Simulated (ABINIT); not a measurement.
# Fe (Im-3m) in ABINIT: reference runs

Reference runs on Fe: the cell as given.

Everything below comes from runs of ABINIT 10.8.3 (patched build). Logs are shortened: lines on timing, memory, paths and dates and some standing lists are left out, and cuts for length are marked. The log counts tension as positive stress, the text compression.

### 1 The crystal as given

The structure is cubic, space group Im-3m (No. 229). Conventional cell: a = 2.886 Å, b = 2.886 Å, c = 2.886 Å, α = 90.00°, β = 90.00°, γ = 90.00°. Around Fe (site symmetry m-3m) lie 8 Fe at 2.50 Å.

### 2 Single point, PBEsol, collinear spin, ferromagnetic start

File run.abi:

```
pp_dirpath "./"
pseudos "Fe.upf"

acell 3*1.0 Angstrom
rprim
    -1.4430000000     1.4430000000     1.4430000000
     1.4430000000    -1.4430000000     1.4430000000
     1.4430000000     1.4430000000    -1.4430000000
ntypat 1
znucl 26
natom 1
typat 1
xred
     0.0000000000     0.0000000000     0.0000000000

ecut 45.0

kptopt 1
ngkpt 13 13 13
nshiftk 1
shiftk 0.0 0.0 0.0

ixc -116133

nband 13
occopt 3
tsmear 0.05 eV

nsppol 2
spinat
     0.0000000000     0.0000000000     3.0000000000

nstep 100
tolvrs 1.0e-10

iomode 3
prtwf 0
prteig 0
prtebands 0
enunit 2
prtden 1
prtvha 1
prtvclmb 1
prtpot 1
```

Potentials or basis: PseudoDojo NC SR PBEsol v0.4.1 standard.

Command:

```console
> abinit run.abi > log 2>&1
```

run.abo:

```text
.Version 10.8.3 of ABINIT
 Symmetries : space group Im -3 m (#229); Bravais cI (body-center cubic)
================================================================================
 Values of the parameters that define the memory need of the present run
     intxc =       0    ionmov =       0      iscf =       7    lmnmax =       6
     lnmax =       6     mgfft =      30  mpssoang =       3    mqgrid =    3001
     natom =       1  nloc_mem =       1    nspden =       2   nspinor =       1
    nsppol =       2      nsym =      48    n1xccc =    2501    ntypat =       1
    occopt =       3   xclevel =       2
       mpw =        1188          nfft =       27000          nkpt =          84
================================================================================
================================================================================

--------------------------------------------------------------------------------
------------- Echo of variables that govern the present computation ------------
--------------------------------------------------------------------------------
 -outvars: echo values of preprocessed input variables --------
            acell      1.8897261259E+00  1.8897261259E+00  1.8897261259E+00 Bohr
              amu      5.58470000E+01
             ecut      4.50000000E+01 Hartree
           enunit           2
                       outvar_i_n : Printing only first  50 k-points.
              ixc     -116133
                       outvar_i_n : Printing only first  50 k-points.
         kptrlatt       13    0    0      0   13    0      0    0   13
          kptrlen      6.14001141E+01
            natom           1
            nband          13
            ngfft          30      30      30
             nkpt          84
           nspden           2
           nsppol           2
            nstep         100
             nsym          48
           ntypat           1
                       prtocc : prtvol=0, do not print more k-points.
                       1.000000  1.000000  1.000000  1.000000  1.000000  1.000000
                       1.000000  1.000000  0.000000  0.000000  0.000000  0.000000
                       0.000000
                       1.000000  1.000000  1.000000  1.000000  1.000000  1.000000
                       1.000000  1.000000  0.000000  0.000000  0.000000  0.000000
                       0.000000
                       1.000000  1.000000  1.000000  1.000000  1.000000  1.000000
                       1.000000  1.000000  0.000000  0.000000  0.000000  0.000000
                       0.000000
                       1.000000  1.000000  1.000000  1.000000  1.000000  1.000000
                       1.000000  1.000000  0.000000  0.000000  0.000000  0.000000
                       0.000000
                       1.000000  1.000000  1.000000  1.000000  1.000000  1.000000
                       1.000000  1.000000  0.000000  0.000000  0.000000  0.000000
                       0.000000
                       1.000000  1.000000  1.000000  1.000000  1.000000  1.000000
                       1.000000  1.000000  0.000000  0.000000  0.000000  0.000000
[... 118 lines left out ...]
                       1.000000  1.000000  1.000000  1.000000  1.000000  1.000000
                       1.000000  1.000000  0.000000  0.000000  0.000000  0.000000
                       0.000000
                       1.000000  1.000000  1.000000  1.000000  1.000000  1.000000
                       1.000000  1.000000  0.000000  0.000000  0.000000  0.000000
                       0.000000
[... 144 lines left out ...]
 frms,max,avg= 0.0000000E+00 0.0000000E+00   0.000E+00  0.000E+00  0.000E+00 e/A
 length scales=  1.889726125908  1.889726125908  1.889726125908 bohr
              =  1.000000000000  1.000000000000  1.000000000000 angstroms
 Fermi (or HOMO) energy (hartree) =   0.44346   Average Vxc (hartree)=  -0.50253
 Magnetization (Bohr magneton)=  2.38068985E+00
 Total spin up =  9.19034492E+00   Total spin down =  6.80965508E+00
 Eigenvalues (hartree) for nkpt=  84  k points, SPIN UP:
 kpt#   1, nband= 13, wtk=  0.00046, kpt=  0.0000  0.0000  0.0000 (reduced coord)
  -2.77850   -1.53066   -1.53066   -1.53066    0.14234    0.35986    0.35986    0.35986
   0.40310    0.40310    1.32088    1.32088    1.32088
      occupation numbers for kpt#   1
   1.00000    1.00000    1.00000    1.00000    1.00000    1.00000    1.00000    1.00000
   1.00000    1.00000    0.00000    0.00000    0.00000
 prteigrs : prtvol=0 or 1, do not print more k-points.

 Eigenvalues (hartree) for nkpt=  84  k points, SPIN DOWN:
 kpt#   1, nband= 13, wtk=  0.00046, kpt=  0.0000  0.0000  0.0000 (reduced coord)
  -2.68114   -1.42880   -1.42880   -1.42880    0.14874    0.44346    0.44346    0.44346
   0.51185    0.51185    1.31633    1.31633    1.31633
      occupation numbers for kpt#   1
   1.00000    1.00000    1.00000    1.00000    1.00000    0.50041    0.50041    0.50041
   0.00000    0.00000    0.00000    0.00000    0.00000
 prteigrs : prtvol=0 or 1, do not print more k-points.

 Fermi (or HOMO) energy (eV) =  12.06728   Average Vxc (eV)= -13.67449
 Eigenvalues (   eV  ) for nkpt=  84  k points, SPIN UP:
 kpt#   1, nband= 13, wtk=  0.00046, kpt=  0.0000  0.0000  0.0000 (reduced coord)
 -75.60692  -41.65146  -41.65146  -41.65146    3.87329    9.79233    9.79233    9.79233
  10.96902   10.96902   35.94305   35.94305   35.94305
 prteigrs : prtvol=0 or 1, do not print more k-points.

 Eigenvalues (   eV  ) for nkpt=  84  k points, SPIN DOWN:
 kpt#   1, nband= 13, wtk=  0.00046, kpt=  0.0000  0.0000  0.0000 (reduced coord)
 -72.95764  -38.87959  -38.87959  -38.87959    4.04752   12.06720   12.06720   12.06720
  13.92826   13.92826   35.81906   35.81906   35.81906
 prteigrs : prtvol=0 or 1, do not print more k-points.

--- !EnergyTerms
iteration_state     : {dtset: 1, }
comment             : Components of total free energy in Hartree
kinetic             :  5.73546882928062E+01
hartree             :  3.14641278617866E+01
xc                  : -1.76019013251136E+01
Ewald energy        : -8.54131406383100E+01
psp_core            :  2.96852729422081E+00
local_psp           : -1.06971549747474E+02
non_local_psp       : -7.01617132704976E+00
internal            : -1.25215419589134E+02
'-kT*entropy'       : -3.61479404149187E-04
total_energy        : -1.25215781068538E+02
total_energy_eV     : -3.40729498274818E+03
band_energy         : -1.14420326290972E+01
...

 Cartesian components of stress tensor (hartree/bohr^3)
  sigma(1 1)=  5.30870024E-04  sigma(3 2)=  0.00000000E+00
  sigma(2 2)=  5.30870024E-04  sigma(3 1)=  0.00000000E+00
  sigma(3 3)=  5.30870024E-04  sigma(2 1)=  0.00000000E+00

-Cartesian components of stress tensor (GPa)         [Pressure= -1.5619E+01 GPa]
- sigma(1 1)=  1.56187353E+01  sigma(3 2)=  0.00000000E+00
- sigma(2 2)=  1.56187353E+01  sigma(3 1)=  0.00000000E+00
- sigma(3 3)=  1.56187353E+01  sigma(2 1)=  0.00000000E+00

== END DATASET(S) ==============================================================
================================================================================

 -outvars: echo values of variables after computation  --------
            acell      1.8897261259E+00  1.8897261259E+00  1.8897261259E+00 Bohr
           etotal     -1.2521578107E+02
            fcart     -0.0000000000E+00 -0.0000000000E+00 -0.0000000000E+00
            rprim     -1.4430000000E+00  1.4430000000E+00  1.4430000000E+00
                       1.4430000000E+00 -1.4430000000E+00  1.4430000000E+00
                       1.4430000000E+00  1.4430000000E+00 -1.4430000000E+00
           strten      5.3087002428E-04  5.3087002428E-04  5.3087002428E-04
                       0.0000000000E+00  0.0000000000E+00  0.0000000000E+00
 Calculation completed.
```

Run time: 59 s. Hardware: 1 thread of Arm Neoverse V2, shared host; peak memory 0.1 GiB.

Results:

```
Free energy                                           : -3407.2950 eV
Pressure                                              : -15.6 GPa
Band gap on the k mesh                                : none (metal or under the smearing width)
Net moment                                            : 2.38 μB per cell
Site moments                                          : Fe +2.42 μB
Valence electrons inside the program's atomic spheres : Fe 14.06 (radii [1.0584] Å)
```

Levels at points of the mesh, in eV from the Fermi level:
Spin up:
```csv
k point,band 7,band 8,band 9,band 10,band 11,band 12
"(0.00, 0.00, 0.00)",-2.27,-2.27,-1.10,-1.10,23.88,23.88
```
Spin down:
| k point | band 5 | band 6 | band 7 | band 8 | band 9 | band 10 |
| --- | --- | --- | --- | --- | --- | --- |
| (0.00, 0.00, 0.00) | -8.02 | 0.00 | 0.00 | 0.00 | 1.86 | 1.86 |

Caveat: so large a pressure means that the cell lies far from this level's equilibrium, or that cutoff or potentials fall short.
